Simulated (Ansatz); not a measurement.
**Ru: experiment and calculation**

**What was measured.**

From “A solution for 4-propylguaiacol hydrodeoxygenation without ring saturation”, 2024, pmc:11283461, for a bulk crystal of Ru: lattice constant a 2.706 Å.

A printed reference work, data compilation reports, for a bulk crystal of Ru at 293.15 K: lattice constant c 4.28168 Å.

The runs below are set against these values where they give the same quantity.

All numbers below come from DFT PBE, scalar-relativistic, plane waves, PAW in Ansatz.

Cutoff 420 eV; k points 18×18×10 on the computed 2-atom cell (Γ-centred); Gaussian smearing, width 0.10 eV; no spin polarisation.

Relaxed structure, symmetry kept:

```yaml
crystal:
  lattice:
    - [2.72003, 0.00000, 0.00000]
    - [-1.36001, 2.35561, 0.00000]
    - [0.00000, 0.00000, 4.29677]
  atoms:
    - { symbol: Ru, position: [0.33333, 0.66667, 0.25000] }
    - { symbol: Ru, position: [0.66667, 0.33333, 0.75000] }
```

| Property | Result |
| --- | --- |
| Space group | P6_3/mmc (No. 194) |
| Volume per atom | 13.77 Å³ |
| Formation energy from the elements' standard states (uncorrected) | +0.002 eV/atom |
| Kohn–Sham band gap | none (metal) |
| Density of states at the Fermi level | 1.70 states/eV per cell |
| Löwdin character within 0.5 eV of the Fermi level | Ru 4d 94 % |
| Bader charges (e) | Ru (2 in the cell) 0.00 |

Measured lattice constant a of Ru: 2.706 Å (quoted in the paper above). This calculation gives 2.720 Å (+0.5 %). Against the measured lattice constant c of Ru, 4.28168 Å (293.15 K; a printed reference work, data compilation), the calculated 4.297 Å is off by +0.4 %. The calculation is for 0 K without zero-point motion.